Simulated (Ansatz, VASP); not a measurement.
# Sb: VASP beside Ansatz

```
Sb
1.0
    -1.50500    1.50500    2.50480
     1.50500   -1.50500    2.50480
     1.50500    1.50500   -2.50480
Sb
1
Direct
  0.00000 0.00000 0.00000
```

Change from the starting cell: zz strain of +1 %.

Alike in both runs: task single point; functional PBEsol; k mesh 19 × 19 × 19; occupations fermi-dirac, width 0.05 eV; no spin polarisation.

|  | VASP | Ansatz |
| --- | --- | --- |
| version | VASP 6.6.1 | Ansatz 0.2.0 |
| potentials or method | VASP PAW PBE potentials, release 64 (Sb), cutoff 520 eV | all-electron LAPW, scalar-relativistic |

|  | VASP | Ansatz | Ansatz less VASP |
| --- | --- | --- | --- |
| pressure (GPa) | 14.2 | 14.0 | -0.18 |
| largest component of the traceless stress (GPa) | 1.54 | 1.41 | -0.126 |

Ansatz ran all-electron here, so the differences hold the error of VASP's frozen core and of both bases.

Caveats: the PAW data sets were made with another functional, which shifts forces and pressure a little (VASP). The runs have no spin-orbit coupling, so splittings on Sb are missing.
